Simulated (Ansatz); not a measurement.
# Sn (Fd-3m) in Ansatz: settings compared

The runs below take Sn through band structure, electric field gradients, with PBEsol+D3(BJ), RPBE+D4.

Everything below comes from runs of Ansatz 0.2.0. Logs are shortened: lines on timing, memory, paths and dates and some standing lists are left out, and cuts for length are marked.

## Step 1: Starting point

It takes space group Fd-3m (No. 227, cubic). The conventional cell has a = 6.467 Å, b = 6.467 Å, c = 6.467 Å, α = 90.00°, β = 90.00°, γ = 90.00°. Sn (site symmetry -43m) has 4 Sn at 2.80 Å as nearest neighbours.

This isn't the form of Sn at room conditions, which is tetragonal (white tin).

## Step 2: Band structure, PBEsol+D3(BJ), collinear spin, random start, total moment locked (atoms moved at random, drawn with an rms of 0.15 Å)

File input.yaml:

```yaml
crystal:
  lattice:
    - [0.0, 3.2333428, 3.2333428]
    - [3.2333428, 0.0, 3.2333428]
    - [3.2333428, 3.2333428, 0.0]
  atoms:
    - { symbol: Sn, position: [0.727797, 0.751878, 0.750642], spin: 0.15 }
    - { symbol: Sn, position: [0.494532, 0.477587, 0.48768], spin: -0.15 }
kpoints:
  mp_grid: { grid: [7, 7, 7] }
  band_path:
    path:
      - [0.0, 0.0, 0.0]
      - [0.5, 0.0, 0.5]
      - [0.5, 0.25, 0.75]
      - [0.375, 0.375, 0.75]
      - [0.0, 0.0, 0.0]
      - [0.5, 0.5, 0.5]
      - [0.625, 0.25, 0.625]
      - [0.5, 0.25, 0.75]
    npoints: 6
scf:
  occupations: { method: tetrahedron }
hamiltonian:
  xc: pbesol
  dispersion: d3bj
  pseudopotentials: { kind: all_electron, datasets: crystal }
magnetization:
  spin_polarized: true
  initial_magnetization: 0.0
  spin_locking: { lock_magnetization: hard }
output:
  forces: true
  stress: true
  eigenvalues: true
```

Potentials or basis: all-electron PAW datasets made for the crystal.

Command:

```
$ ansatz run input.yaml --threads 1 --pin off --max-ram 2560MiB --backend cpu --events-out ev --progress --plain --runs-dir out
```

What it wrote:

```text
Warning: output.forces, output.stress, relax.cell or npt_langevin: where a Kohn–Sham band that disperses or a degenerate level is filled in part under the method tetrahedron, the forces or the stress that this run publishes need not agree with its energy (scf.occupations.method in the input reference, under Limitations); prefer a smearing scheme for the forces or the stress
Warning: RAYON_NUM_THREADS=1 ignored (pool sized by the plan → 1); use --threads N
hamiltonian.pseudopotentials.datasets: crystal makes datasets for this crystal and solves the spheres of its atoms anew in each pass: cutoff 260.0 eV, the density's 1040.0 eV; for an error of 0.50 meV an atom under PBE, 1.0 meV for the cell; an energy difference from a run of another recipe may be off by several times the error for the cell, under r2SCAN by more, where some 0.1 meV an atom stays at smaller errors; Sn in spheres of 1.355 Å, 14 of its electrons in bands
Engine: ansatz 0.2.0, x86_64-unknown-linux-gnu
Pseudopotentials: kind: all_electron
Pseudopotential: Sn, paw, valence charge 14, recommended cutoff 260 eV (normal), crystal/all_electron/pbesol/scalar/gaussian/Sn, Koelling and Harmon's equation, gaussian nucleus
Functional definition: PBEsol
  exchange = pbesol_x
  correlation = pbesol_c
davidson cushion auto → on  (no smearing: the cushion is to keep the highest requested band from converging to the state above it; pin scf.eigensolver.cushion to override)
a search for the magnetic state begins, with frozen cores and fixed partial waves. It gives no result and prints no iterations
the search for the magnetic state of this step took 8 SCF iterations with frozen cores. It stayed in its first state, in which the spheres begin
Crystal: 2 atoms, lattice volume = 67.606 Å³
Basis set: ecut = 260 eV, 645 PW (Γ), exchange–correlation on 50×50×50 points (8 copies of the dense FFT grid, shifted against one another)
Bands: 18, of which v1, the nominal top of the filled ones, is band 14 counted from 1 (13 counted from 0)
Symmetry: 1 space group operations
Space group: P1 (ITA 1), of the structure as read, at distance tolerance 4.1e-5 Å
Magnetic group: BNS 2.6 (UNI 6), of the structure as read, at distance tolerance 4.1e-5 Å
k-points: 172 of 343 (time reversal used)
Non-local potential: Sn, projectors of the file, l = 0: 1, l = 1: 1, l = 2: 2
PAW form: soft (Blöchl's): semilocal exchange-correlation on the pseudo side does not see the compensation charge
PAW one-centre angular grid: Sn, 590 points (default); XC on its mesh's 1859 points in the sphere
Initial density: read from a saved state, or passed on in memory by an earlier SCF of this step, an earlier step, the calling program or the single point that the run made first
Starting moments: Σ|m| = 0.3 μB on 2 of 2 sites; this step starts from the density that it was given
Initial wavefunctions: pseudopotential atomic-orbital guess
Functional: x = pbesol(κ = 0.804, μ = 0.12345679012345678), c = pbesol(β = 0.046)
iter 1 solved again at ethr=1.63e-5 eV; its pass at ethr=1.00e-1 eV (dr2=4.56e-3 eV) is discarded
SCF iter   1: F=—  HF=-336030.553384 eV  |F-HF|=—  |Δ(HF+E_count)|=         —  Δρ=2.18e-3 (↑2.18e-3 ↓2.18e-3)  dr2=3.04e-3  dr2_m=1.07e-12  M=0.000 μB ∫|m|=0.000 μB  β_m=0.30  ethr=1.63e-5  ⟨swp⟩=5.0  Hψ=41884  notcnv=0
preconditioner: auto → Kerker (q_TF=auto, 2.356 Å⁻¹)  [metal: no gap  n_scr=14 (ndim 8)  ℏωp=23.9 eV  f_vac=0.081]
spin=Collinear: Kerker preconditioning applied to the charge; magnetization (m = ρ↑ − ρ↓) channel mixes plain (no charge-response kernel on spin).
SCF iter   2: F=—  HF=-336030.549193 eV  |F-HF|=—  |Δ(HF+E_count)|=   4.19e-3  Δρ=1.61e-3 (↑1.61e-3 ↓1.61e-3)  dr2=1.68e-3  dr2_m=6.24e-13  M=0.000 μB ∫|m|=0.000 μB  β_m=0.65  ethr=1.09e-5  ⟨swp⟩=2.3  Hψ=13880  notcnv=0  defer=2
iter 3 solved again at ethr=4.19e-8 eV; its pass at ethr=5.98e-6 eV (dr2=1.17e-5 eV) is discarded
SCF iter   3: F=—  HF=-336030.547729 eV  |F-HF|=—  |Δ(HF+E_count)|=   1.46e-3  Δρ=1.26e-4 (↑1.26e-4 ↓1.26e-4)  dr2=1.51e-5  dr2_m=2.22e-14  M=0.000 μB ∫|m|=0.000 μB  β_m=0.65  ethr=4.19e-8  ⟨swp⟩=3.0  Hψ=36058  notcnv=0
eigensolver tolerance schedule calibrated: the retry pair's looser diagonalisation under-reported the residual by θ = 0.22 (0.10/decade); ethr = c·dr2/N_el runs at the constant in force after the calibration composes with the one it found (an armed cap, an earlier calibration), c = 9.2e-2
SCF iter   4: F=—  HF=-336030.547741 eV  |F-HF|=—  |Δ(HF+E_count)|=   1.17e-5  Δρ=4.15e-5 (↑4.15e-5 ↓4.15e-5)  dr2=3.17e-6  dr2_m=5.07e-15  M=-0.000 μB ∫|m|=0.000 μB  β_m=0.82  ethr=4.19e-8  ⟨swp⟩=3.0  Hψ=16414  notcnv=0
SCF iter   5: F=—  HF=-336030.547766 eV  |F-HF|=—  |Δ(HF+E_count)|=   2.55e-5  Δρ=1.05e-5 (↑1.05e-5 ↓1.05e-5)  dr2=3.06e-7  dr2_m=1.38e-16  M=0.000 μB ∫|m|=0.000 μB  β_m=0.91  ethr=1.04e-8  ⟨swp⟩=3.0  Hψ=19952  notcnv=0
SCF iter   6: F=-336030.547770 eV  HF=-336030.547770 eV  |F-HF|=3.06e-8  |Δ(HF+E_count)|=   3.81e-6  Δρ=2.85e-6 (↑2.85e-6 ↓2.85e-6)  dr2=4.89e-8  dr2_m=1.82e-18  M=0.000 μB ∫|m|=0.000 μB  ethr=1.01e-9  ⟨swp⟩=3.0  Hψ=16510  notcnv=0
WARN: the starting moments were not kept: the SCF closed with an absolute magnetisation of 1.8e-9 μB, where they sum to 0.3 μB in size (2 sites). That is at most 0.1 of that sum. Measured as dr2_m measures the in/out step, that magnetisation stands 2.3e-19 eV from none, at or under the dr2_threshold of 6.2e-8 eV: it is no larger than a step whose dr2_m would equal this threshold. The system may hold no moment; this SCF shows only that its start led to no more than that. This SCF took its magnetisation from a saved state (the deck's checkpoint.read, a session's seed or a resume), or from the single point or search that the run made first, and not from the starting moments. Where the run's atoms have moved since that state, how it is taken is a key of its own (checkpoint.density_extrapolation: follow_atoms, where typed, takes the whole of its magnetisation to them with its atoms, but for some exceptions; the density_extrapolation keyword of a session's seed is the same key). To be rid of a resumed run's state, run its deck in a fresh run directory. To be rid of the state of a single point that the run made first, give starting moments in the input or, where a deck that gives them still makes one, type scf.lower_state_search: off. To try another start, run it without that state.
SCF 1 converged in 6 iterations: F = -336030.547769 eV  dr2 = 4.89e-8
  Residual-converged pass: ⟨swp⟩=3.0  Hψ=15114  notcnv=0  max |occ|·‖R‖ = 5.2e-6 eV (tolerance 5.3e-6 eV)  dr2=4.93e-8  dr2_m=1.88e-18  dr2_onsite=2.49e-8  max |Δocc| = 8.0e-12
NSCF: frozen V_eff on 43 k-points
this state was not tested for a lower state beside it, because cold or Methfessel-Paxton smearing, or corrected tetrahedra, fill the levels in a way that the test cannot read (fill_not_monotonic; see scf.lower_state_search)
SCF converged after 6 iterations
Magnetization: 0.0000 μB (14.0000 up, 14.0000 down)
Absolute magnetization: 0.0000 μB (∫|ρ↑−ρ↓|)
Spin contamination: 0.0322 ħ² per cell (⟨S²⟩ above its minimum at these occupations)
Per-site moments (μB) at R_I (Å): [(3.5626694470951634e-10, 1.1181894889359414), (-3.330944164414944e-10, 1.1181894889359414)]
Free energy (F): -336030.547769 eV
Harris-Foulkes:  -336030.547769 eV  (|F-HF|=3.06e-8)
Internal energy: -336030.547780 eV  (E = F + TS)
E sigma→0 (E₀):  -336030.547769 eV
Entropy (-TS):   0.000011 eV (0.006 meV/atom)
Past the cutoff: the bands carry plane waves up to 1.75 times it, of which those up to 1.5 times it add -0.000312 eV an atom, each by itself; the spheres take 0.000660 eV an atom off the energy for waves past 1.75 times it
By the cutoff:   a pressure is off by up to 0.008 GPa (1.2 times the spheres' own share and the shells' term, over an atom's volume, and 0.004 GPa: a bound that held against runs at twice the plane waves)
Past the cutoffs: a stress includes 0.0006 GPa for waves and charges beyond them, in addition to the slope of what the spheres take
In the spheres:  the bands' charges fall short by 3.7e-7 e at most (sound up to 1e-3)
Fermi energy:    10.215648 (↑ 10.215648, ↓ 10.215648) eV
--- Per-component energies (eV) ---
  E_band       = -181.625565
  E_kinetic    = 204.744400
  E_local      = -2611.588785  (includes V_loc(G=0)·N_el)
  E_nonlocal   = 426.461170
  E_hartree    = 1202.934908
  E_xc         = -113.432577
  E_vxc        = -136.940205  (∫ρ·V_xc dr)
  E_paw        = -339172.561660  (= ΣΔE_a)
  E_vpaw       = -6853.366498  (= ΣTr[D̂ρ^β])
  E_ewald      = -2349.675544
  E_disp       = -0.633882  (pairwise vdW)
  E_smearing   = 0.000011  (= −TS)
  E_closure    = 6383.204189  (closes the sum)
  Σ components = -336030.547769   (vs F -336030.547769, Δ=0.00e0)
  The terms above E_closure are by the made datasets' own strengths, without shells solved beside the bands.
--- Forces (eV/Å), atoms counted from 1 ---
  atom   1  Sn    -0.99793988     0.16399073    -0.23732707
  atom   2  Sn     0.99793966    -0.16399004     0.23732668
  max |Σ_I F_I| component: 6.91e-7 eV/Å
--- Stress (GPa, compression-positive) ---
        0.050280      -0.592196       0.389584
       -0.592196       0.418028      -2.615194
        0.389584      -2.615194       0.406006
  P = ⅓ Tr σ = 0.2914 GPa (2.914 kbar)
--- Band table (eV; the first three rows and the last of 344) ---
  k-point 0 ↑: bands = ["-11.5169", "-11.4747", "-11.4235", "-11.4121", "-11.4049", "-11.1038", "-11.0827", "-11.0766", "-11.0704", "-11.0673", "-0.5248", "9.5713", "9.8655", "10.3170", "10.6733", "12.0086"]
  k-point 1 ↑: bands = ["-11.5315", "-11.4778", "-11.4473", "-11.3833", "-11.3808", "-11.1235", "-11.1110", "-11.0829", "-11.0559", "-11.0349", "-0.3222", "7.6195", "9.7334", "10.2207", "10.8299", "12.5301"]
  k-point 2 ↑: bands = ["-11.5521", "-11.4845", "-11.4621", "-11.3520", "-11.3502", "-11.1465", "-11.1384", "-11.0827", "-11.0424", "-11.0093", "0.2587", "5.4988", "9.1981", "9.6559", "10.5221", "13.0405"]
  k-point 171 ↓: bands = ["-11.5508", "-11.4948", "-11.3878", "-11.3457", "-11.3212", "-11.1905", "-11.1464", "-11.1425", "-11.0272", "-11.0096", "1.1673", "4.0889", "7.8308", "8.5998", "11.2159", "13.0691"]
```

It took 60 s on 1 thread of Intel Xeon 6975P-C (Granite Rapids), shared host; peak memory 1.3 GiB.

Results:

| Property | Result |
| --- | --- |
| Free energy | -336030.5478 eV |
| Largest force | 1.039 eV/Å |
| Absolute moment | 0.00 μB per cell |

Forces in eV/Å, atoms in the order of the input:
```
Sn  -0.998  0.164 -0.237
Sn   0.998 -0.164  0.237
```

Caveat: the total moment is fixed, so each spin has its own Fermi level; with tetrahedron occupations forces and stress needn't match the slope of the energy; the starting moments weren't kept.

(Part 1 of 2 ends here.)
